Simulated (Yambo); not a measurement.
# NaH (Fm-3m) in Yambo: convergence with bands in self energy

Aim: find how far bands in self energy must go before the results for NaH settle, at PBEsol. This setting moves, with any that are tied to it; all else stays.

Everything below comes from runs of Yambo 5.3.0. Logs are shortened: lines on timing, memory, paths and dates and some standing lists are left out, and cuts for length are marked.

**1. The structure**

The structure is cubic, space group Fm-3m (No. 225). The conventional cell has a = 4.880 Å, b = 4.880 Å, c = 4.880 Å, α = 90.00°, β = 90.00°, γ = 90.00°. Around Na (site symmetry m-3m) lie 6 H at 2.44 Å. H (site symmetry m-3m) is surrounded by 6 Na at 2.44 Å.

**2. With bands in self energy 25**

The input, g0w03.in:

```
gw0
dyson
el_el_corr
rim_cut
HF_and_locXC
ppa
em1d
RandQpts= 1000000
RandGvec= 50 RL
EXXRLvcs= 88 Ry
VXCRLvcs= 88 Ry
Chimod= "HARTREE"
% BndsRnXp
 1 | 155 |
%
NGsBlkXp= 5 Ry
% LongDrXp
 1 | 1 | 1 |
%
PPAPntXp= 27.21138 eV
% GbndRnge
 1 | 25 |
%
GTermKind= "none"
DysSolver= "n"
ExtendOut
% QPkrange
 1 | 1 | 4 | 6 |
 4 | 4 | 4 | 6 |
 16 | 16 | 4 | 6 |
%
```

The input, scf.in:

```
&CONTROL
  calculation = 'scf'
  prefix = 'pwscf'
  outdir = './tmp'
  pseudo_dir = './pseudo'
/
&SYSTEM
  ibrav = 0
  A = 3.45068109
  nat = 2
  ntyp = 2
  ecutwfc = 88
  nbnd = 10
  occupations = 'smearing'
  smearing = 'fd'
  degauss = 0.00367493
  force_symmorphic = .true.
/
&ELECTRONS
  conv_thr = 4d-10
  electron_maxstep = 120
  mixing_beta = 0.5
/
ATOMIC_SPECIES
Na    22.9898 Na.upf
H      1.0080 H.upf
CELL_PARAMETERS alat
   0.0000000000    0.7071067816    0.7071067816
   0.7071067816    0.0000000000    0.7071067816
   0.7071067816    0.7071067816    0.0000000000
ATOMIC_POSITIONS alat
Na     0.0000000000    0.0000000000    0.0000000000
H      0.7071067816    0.7071067816    0.7071067816
K_POINTS automatic
10 10 10 0 0 0
```

The input, nscf.in:

```
&CONTROL
  calculation = 'nscf'
  prefix = 'pwscf'
  outdir = './tmp'
  pseudo_dir = './pseudo'
/
&SYSTEM
  ibrav = 0
  A = 3.45068109
  nat = 2
  ntyp = 2
  ecutwfc = 88
  nbnd = 155
  occupations = 'fixed'
  force_symmorphic = .true.
/
&ELECTRONS
  conv_thr = 1d-08
  diago_full_acc = .true.
  diago_thr_init = 1d-06
/
ATOMIC_SPECIES
Na    22.9898 Na.upf
H      1.0080 H.upf
CELL_PARAMETERS alat
   0.0000000000    0.7071067816    0.7071067816
   0.7071067816    0.0000000000    0.7071067816
   0.7071067816    0.7071067816    0.0000000000
ATOMIC_POSITIONS alat
Na     0.0000000000    0.0000000000    0.0000000000
H      0.7071067816    0.7071067816    0.7071067816
K_POINTS automatic
6 6 6 0 0 0
```

Potentials or basis: PseudoDojo 0.4.1 SR PBEsol standard.

Run with:

```
OMP_NUM_THREADS=1 pw.x -in scf.in > scf.out
OMP_NUM_THREADS=1 pw.x -in nscf.in > nscf.out
cd tmp/pwscf.save; p2y; mv SAVE ../..; cd ../..
OMP_NUM_THREADS=1 yambo
mkdir -p g0w03; ln -s $PWD/g0w00/ndb.pp* g0w03/
mkdir -p g0w03; ln -s $PWD/g0w00/ndb.RIM g0w03/
OMP_NUM_THREADS=1 yambo -F g0w03.in -J g0w03 -C g0w03_out
```

Yambo's report:

```text
[... sections 02.01 to 02.04 as in the set-up run ...]

  [02.05] Energies & Occupations
  ==============================

  [X] === General ===
  [X] Electronic Temperature                        :  0.000000  0.000000 [eV K]
  [X] Bosonic    Temperature                        :  0.000000  0.000000 [eV K]
  [X] Finite Temperature mode                       : no
  [X] El. density                                   :  0.34419E+24 [cm-3]
  [X] Fermi Level                                   :  0.574979 [eV]

  [X] === Gaps and Widths ===
  [X] Conduction Band Min                           :  3.570304 [eV]
  [X] Valence Band Max                              :  0.000000 [eV]
  [X] Filled Bands                                  :   5
  [X] Empty Bands                                   :    6  155
  [X] Direct Gap                                    :  4.410417 [eV]
  [X] Direct Gap localized at k                     :   4
  [X] Indirect Gap                                  :  3.570304 [eV]
  [X] Indirect Gap between kpts                     :  16   4
  [X] Last valence band width                       :  3.586484 [eV]
  [X] 1st conduction band width                     :  6.634625 [eV]

 [03] Transferred momenta grid and indexing
 ==========================================

 IBZ Q-points                                      :  16
 BZ  Q-points                                      :  216

 K/Q-points units:
[... 228 lines left out ...]
   B=6 Eo= 10.20 E= 11.59 E-Eo=  1.38 Re(Z)=0.76 Im(Z)=-0.517336E-4 nlXC= -4.94019 lXC= -10.6931 So= -3.94452

  QP [eV] @ K [4] (iku): -0.250000 -0.250000  0.250000
   B=4 Eo=-22.07 E=-27.70 E-Eo= -5.62 Re(Z)=0.77 Im(Z)= 0.111840E-1 nlXC= -41.2026 lXC= -28.6395 So=  5.28564
   B=5 Eo= -0.84 E= -2.46 E-Eo= -1.62 Re(Z)=0.78 Im(Z)=-0.586762E-2 nlXC= -13.9109 lXC= -10.0110 So=  1.80369
   B=6 Eo=  3.57 E=  4.50 E-Eo=  0.93 Re(Z)=0.83 Im(Z)=-0.154782E-2 nlXC= -3.44387 lXC= -7.51677 So= -2.95310

  QP [eV] @ K [16] (iku): -0.50000      0.16667      0.54196E-17
   B=4 Eo=-22.09 E=-27.77 E-Eo= -5.67 Re(Z)=0.78 Im(Z)= -0.07680 nlXC=-41.14429 lXC=-28.58433 So=  5.28834
   B=5 Eo=  0.00 E= -1.60 E-Eo= -1.60 Re(Z)=0.79 Im(Z)=-0.207504E-2 nlXC= -13.8260 lXC= -10.1781 So=  1.61391
   B=6 Eo=  5.01 E=  6.01 E-Eo=  1.00 Re(Z)=0.82 Im(Z)= 0.008227 nlXC=-3.464501 lXC=-7.815059 So=-3.121727

  [WR./g0w03//ndb.QP]-------------------------------------------------------------
   Lattice constants                                :  4.610932  4.610932  4.610932
   Coulomb cutoff potential                         : none
   Electronic Temperature                           :  0.000000 [K]
   Bosonic    Temperature                           :  0.000000 [K]
   Green`s function   energies                      : Perdew, Burke & Ernzerhof SOL(X)+Perdew, Burke & Ernzerhof SOL(C)
   wavefunctions                                    : Perdew, Burke & Ernzerhof SOL(X)+Perdew, Burke & Ernzerhof SOL(C)
   PPA    diel. fun.  energies                      : Perdew, Burke & Ernzerhof SOL(X)+Perdew, Burke & Ernzerhof SOL(C)
   wavefunctions                                    : Perdew, Burke & Ernzerhof SOL(X)+Perdew, Burke & Ernzerhof SOL(C)
   QP tot states                                    :   9
   GW solver                                        : Newton
   GW approximation                                 : PPA
   PPA imaginary Energy                             :  27.21138 ev
   RIM G`s                                          :   51
   RIM random pts                                   :  1000000
   dS/dw steps                                      :  2
   dS/dw step                                       :  0.100000 ev
   X G`s                                            :   51 used
   X G`s                                            :   51 disk
   X bands                                          :    1  155
   X poles                                          :  100.0000 o/o
   X e/h E range                                    : -1.000000 -1.000000 ev
   X Hxc Kernel                                     : HARTREE
   X BZ energy Double Grid                          : no
   X Optical Averaged directions                    : none
   Sc/G bands                                       :   1  25
   Sc/G damping                                     :  0.100000 ev
   Sc bands terminator                              : no
   Sx RL components                                 :  2741

   QP @ state[ 1 ] K range                          :  1  1
   QP @ state[ 1 ] b range                          :   4   6
   QP @ state[ 2 ] K range                          :   4   4
   QP @ state[ 2 ] b range                          :   4   6
   QP @ state[ 3 ] K range                          :  16  16
   QP @ state[ 3 ] b range                          :   4   6
   GF energies kind                                 : Perdew, Burke & Ernzerhof SOL(X)+Perdew, Burke & Ernzerhof SOL(C)
   GF WF`s kind                                     : Perdew, Burke & Ernzerhof SOL(X)+Perdew, Burke & Ernzerhof SOL(C)
   Xs energies kind                                 : Perdew, Burke & Ernzerhof SOL(X)+Perdew, Burke & Ernzerhof SOL(C)
   Xs WF`s kind                                     : Perdew, Burke & Ernzerhof SOL(X)+Perdew, Burke & Ernzerhof SOL(C)
```

o-g0w03.qp:

```text
# GW solver                                       : Newton
# GW approximation                                : PPA
# PPA imaginary Energy                            :   27.2113800    [ev]
[... 40 lines left out ...]
        16                  5                 0.000000          -1.603973          -1.603973          -10.17808          -13.82596           1.613912           2.043909          -7.293946           0.788608          -0.002075           16.65126           39.52924
        16                  6                 5.009789           6.013473           1.003685          -7.815059          -3.464501          -3.121727          -3.346873          -6.105138           0.816671           0.008227          -3.259098           201.9614
#
```

What came out:

* Band gap on the k mesh, mean-field level: 3.57 eV, indirect (least direct gap 4.41 eV)
* Quasiparticle gap: 6.08 eV
* Least direct quasiparticle gap: 6.97 eV
* Quasiparticle gap at Γ: 17.50 eV
* Band gap of the same states before the correction: 3.54 eV

**3. With bands in self energy 45**

The input, g0w04.in:

```
gw0
dyson
el_el_corr
rim_cut
HF_and_locXC
ppa
em1d
RandQpts= 1000000
RandGvec= 50 RL
EXXRLvcs= 88 Ry
VXCRLvcs= 88 Ry
Chimod= "HARTREE"
% BndsRnXp
 1 | 155 |
%
NGsBlkXp= 5 Ry
% LongDrXp
 1 | 1 | 1 |
%
PPAPntXp= 27.21138 eV
% GbndRnge
 1 | 45 |
%
GTermKind= "none"
DysSolver= "n"
ExtendOut
% QPkrange
 1 | 1 | 4 | 6 |
 4 | 4 | 4 | 6 |
 16 | 16 | 4 | 6 |
%
```

scf.in is that of step 2.

nscf.in is that of step 2.

Potentials or basis: PseudoDojo 0.4.1 SR PBEsol standard.

Run with:

```
OMP_NUM_THREADS=1 pw.x -in scf.in > scf.out
OMP_NUM_THREADS=1 pw.x -in nscf.in > nscf.out
cd tmp/pwscf.save; p2y; mv SAVE ../..; cd ../..
OMP_NUM_THREADS=1 yambo
mkdir -p g0w04; ln -s $PWD/g0w00/ndb.pp* g0w04/
mkdir -p g0w04; ln -s $PWD/g0w00/ndb.RIM g0w04/
OMP_NUM_THREADS=1 yambo -F g0w04.in -J g0w04 -C g0w04_out
```

It converged, with:

```
Band gap on the k mesh, mean-field level          : 3.57 eV, indirect (least direct gap 4.41 eV)
Quasiparticle gap                                 : 6.11 eV
Least direct quasiparticle gap                    : 6.98 eV
Quasiparticle gap at Γ                            : 17.39 eV
Band gap of the same states before the correction : 3.54 eV
```

**4. With bands in self energy 85**

The input, g0w05.in:

```
gw0
dyson
el_el_corr
rim_cut
HF_and_locXC
ppa
em1d
RandQpts= 1000000
RandGvec= 50 RL
EXXRLvcs= 88 Ry
VXCRLvcs= 88 Ry
Chimod= "HARTREE"
% BndsRnXp
 1 | 155 |
%
NGsBlkXp= 5 Ry
% LongDrXp
 1 | 1 | 1 |
%
PPAPntXp= 27.21138 eV
% GbndRnge
 1 | 85 |
%
GTermKind= "none"
DysSolver= "n"
ExtendOut
% QPkrange
 1 | 1 | 4 | 6 |
 4 | 4 | 4 | 6 |
 16 | 16 | 4 | 6 |
%
```

scf.in is that of step 3.

nscf.in is that of step 3.

Run with:

```
OMP_NUM_THREADS=1 pw.x -in scf.in > scf.out
OMP_NUM_THREADS=1 pw.x -in nscf.in > nscf.out
cd tmp/pwscf.save; p2y; mv SAVE ../..; cd ../..
OMP_NUM_THREADS=1 yambo
mkdir -p g0w05; ln -s $PWD/g0w00/ndb.pp* g0w05/
mkdir -p g0w05; ln -s $PWD/g0w00/ndb.RIM g0w05/
OMP_NUM_THREADS=1 yambo -F g0w05.in -J g0w05 -C g0w05_out
```

Results (log left out):

- Band gap on the k mesh, mean-field level: 3.57 eV, indirect (least direct gap 4.41 eV)
- Quasiparticle gap: 6.12 eV
- Least direct quasiparticle gap: 6.99 eV
- Quasiparticle gap at Γ: 17.33 eV
- Band gap of the same states before the correction: 3.54 eV

**5. With bands in self energy 155**

The input, g0w01.in:

```
gw0
dyson
el_el_corr
rim_cut
HF_and_locXC
ppa
em1d
RandQpts= 1000000
RandGvec= 50 RL
EXXRLvcs= 88 Ry
VXCRLvcs= 88 Ry
Chimod= "HARTREE"
% BndsRnXp
 1 | 155 |
%
NGsBlkXp= 5 Ry
% LongDrXp
 1 | 1 | 1 |
%
PPAPntXp= 27.21138 eV
% GbndRnge
 1 | 155 |
%
GTermKind= "none"
DysSolver= "n"
ExtendOut
% QPkrange
 1 | 1 | 4 | 6 |
 4 | 4 | 4 | 6 |
 16 | 16 | 4 | 6 |
%
```

scf.in is that of step 4.

nscf.in is that of step 4.

Run with:

```
OMP_NUM_THREADS=1 pw.x -in scf.in > scf.out
OMP_NUM_THREADS=1 pw.x -in nscf.in > nscf.out
cd tmp/pwscf.save; p2y; mv SAVE ../..; cd ../..
OMP_NUM_THREADS=1 yambo
mkdir -p g0w01; ln -s $PWD/g0w00/ndb.pp* g0w01/
mkdir -p g0w01; ln -s $PWD/g0w00/ndb.RIM g0w01/
OMP_NUM_THREADS=1 yambo -F g0w01.in -J g0w01 -C g0w01_out
```

It converged, with:

```yaml
Band_gap_on_the_k_mesh_mean-field_level: 3.57 eV, indirect (least direct gap 4.41 eV)
Quasiparticle_gap: 6.12 eV
Least_direct_quasiparticle_gap: 6.99 eV
Quasiparticle_gap_at_Γ: 17.31 eV
Band_gap_of_the_same_states_before_the_correction: 3.54 eV
```

**6. Result**

```
bands in self energy  quasiparticle gap at the points computed (eV)
                  25                                          6.078
                  45                                          6.111
                  85                                          6.122
                 155                                          6.123
```

Against the tightest run, the quasiparticle gap at the points computed stays within 0.05 eV from 25 on. The tightest run that finished is the yardstick and may itself not be fully converged.

Caveats: this version prints the column dSc/dw multiplied by 27.2; the quasiparticle gap listed is the Kohn-Sham gap on the denser mesh of the self-consistent run plus the correction found on the GW mesh, so it differs from the gap in the log.
